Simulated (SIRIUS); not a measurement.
Ti: equation of state with WC

Ti:

```
CELL_PARAMETERS angstrom
2.95000 0.00000 0.00000
-1.47500 2.55477 0.00000
0.00000 0.00000 4.68000
ATOMIC_POSITIONS crystal
Ti 0.66667 0.33333 0.75000
Ti 0.33333 0.66667 0.25000
```

```json
{
  "Program": "SIRIUS 7.12.0",
  "Task": "equation of state",
  "Functional": "WC",
  "Potentials or basis": "all-electron FP-LAPW",
  "Cutoff": "183 eV",
  "Basis": "apw+lo standard",
  "k mesh": "10 × 10 × 6",
  "Occupations": "fermi-dirac, width 0.05 eV",
  "Spin": "no spin polarisation"
}
```

- Equilibrium volume: 16.74 Å³/atom
- Bulk modulus at fixed shape and positions: 121 GPa
- Pressure derivative of the bulk modulus: 3.9

Energy against volume, from the lowest point:
| volume (Å³/atom) | energy (meV/atom) |
| --- | --- |
| 16.577 | 0.00 |
| 16.930 | 0.27 |
| 17.283 | 5.78 |
| 17.636 | 16.16 |
| 17.988 | 30.77 |
| 18.341 | 49.37 |
| 18.694 | 71.41 |

All runs of the series together: 4.9 min on 1 thread of Arm Neoverse V1, on a shared host.

Caveat: the cell was scaled at fixed shape and fractional positions, which overstates the stiffness of a crystal with free parameters, most of all of layers and chains.
